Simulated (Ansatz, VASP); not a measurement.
# Two plane-wave programs on Sb

The input POSCAR:

```
Sb
1.0
    0.0000000000      2.3712425216      2.3712425216
    2.3712425216      0.0000000000      2.3712425216
    2.3712425216      2.3712425216      0.0000000000
Sb
1
Direct
    0.0000000000      0.0000000000      0.0000000000
```

The input INCAR.step1:

```
SYSTEM = Sb
PREC = Accurate ; ENCUT = 520
EDIFF = 1E-5 ; ISMEAR = -1
SIGMA = 0.05 ; LREAL = .FALSE.
LASPH = .TRUE. ; NELM = 80
ALGO = Normal ; ISIF = 2
LWAVE = .TRUE. ; LCHARG = .FALSE.
GGA = PE ; NBANDS = 8
```

INCAR.step2

```
SYSTEM = Sb
PREC = Accurate ; ENCUT = 520
EDIFF = 1E-6 ; ISMEAR = -1
SIGMA = 0.05 ; LREAL = .FALSE.
LASPH = .TRUE. ; NELM = 80
ALGO = Normal ; ISIF = 2
LWAVE = .FALSE. ; LCHARG = .FALSE.
GGA = PE ; LHFCALC = .TRUE.
AEXX = 0.25 ; HFSCREEN = 0.2
PRECFOCK = Normal ; ISTART = 1
NBANDS = 8
```

Contents of KPOINTS:

```
Automatic mesh
0
G
  5 5 5
  0 0 0
```

File input.yaml:

```yaml
crystal:
  lattice:
    - [0.0, 2.3712425216, 2.3712425216]
    - [2.3712425216, 0.0, 2.3712425216]
    - [2.3712425216, 2.3712425216, 0.0]
  atoms:
    - { symbol: Sb, position: [0.0, 0.0, 0.0] }
hamiltonian:
  xc: { exchange: pbe, correlation: pbe, exx: { coeff: 0.25, omega: 0.2 } }
  pseudopotentials: { kind: paw }
kpoints:
  mp_grid: { grid: [5, 5, 5] }
scf:
  occupations: { method: fermi_dirac, width: 0.05 }
output:
  forces: true
  stress: true
  eigenvalues: true
```

This isn't the form of Sb at room conditions, which is rhombohedral.

Alike in both runs: task single point; functional PBE-based screened hybrid; k mesh 5 × 5 × 5; occupations fermi-dirac, width 0.05 eV; no spin polarisation.

```csv
,VASP,Ansatz
version,VASP 6.6.1,Ansatz 0.2.0
potentials or method,"VASP PAW PBE potentials, release 64 (Sb)",Ansatz PAW
plane-wave cutoff (eV),520,420
valence electrons in the cell,5,15
```

Ansatz gave:

```
gap on the k mesh at the Fermi level (eV) : none
pressure (GPa)                            : -0.2
```

Task: What did VASP give for the same quantities?

Result: gap on the k mesh at the Fermi level (eV): none; pressure (GPa): -1.3.

A gap of «none» marks a metal or a gap that the smearing closes. The functional is the same, so the differences come from potentials, cutoffs and numerics. The two sets of potentials don't hold the same shells in valence.

Caveats: the k mesh is coarse (spacing up to 0.46 Å⁻¹), so the values aren't converged (VASP); the PAW data sets were made with another functional, which shifts forces and pressure a little (VASP); the k mesh is coarse (spacing up to 0.46 Å⁻¹), so the values aren't converged, least of all with exact exchange (Ansatz); the PAW data sets come from PBE, with cores solved anew for the run's functional, which leaves a small shift of forces and pressure (Ansatz); the thresholds are loose for stress (Ansatz). Spin-orbit coupling is left out, which matters for the levels of Sb.
